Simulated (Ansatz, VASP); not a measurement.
# Ti: VASP beside Ansatz

```
Ti
1.0
     2.93573    0.00000    0.00000
    -1.46787    2.54242    0.00000
     0.00000    0.00000    4.64086
Ti
2
Direct
  0.33333 0.66667 0.25000
  0.66667 0.33333 0.75000
```

Alike in both runs: task single point; functional LDA; k mesh 9 × 9 × 4; occupations gaussian, width 0.1 eV; no spin polarisation.

|  | VASP | Ansatz |
| --- | --- | --- |
| version | VASP 6.6.1 | Ansatz 0.2.0 |
| potentials or method | VASP PAW LDA potentials, release 64 (Ti_sv) | scalar-relativistic, plane waves, PAW |
| plane-wave cutoff (eV) | 520 | 420 |
| valence electrons in the cell | 24 | 24 |

```csv
,VASP,Ansatz,Ansatz less VASP
gap on the k mesh at the Fermi level (eV),none,none,-
pressure (GPa),-8.3,-8.2,+0.06
largest component of the traceless stress (GPa),0.50,0.52,+0.021
```

A gap of «none» marks a metal or a gap that the smearing closes. Ansatz warned: «pseudo_functional_mismatch».
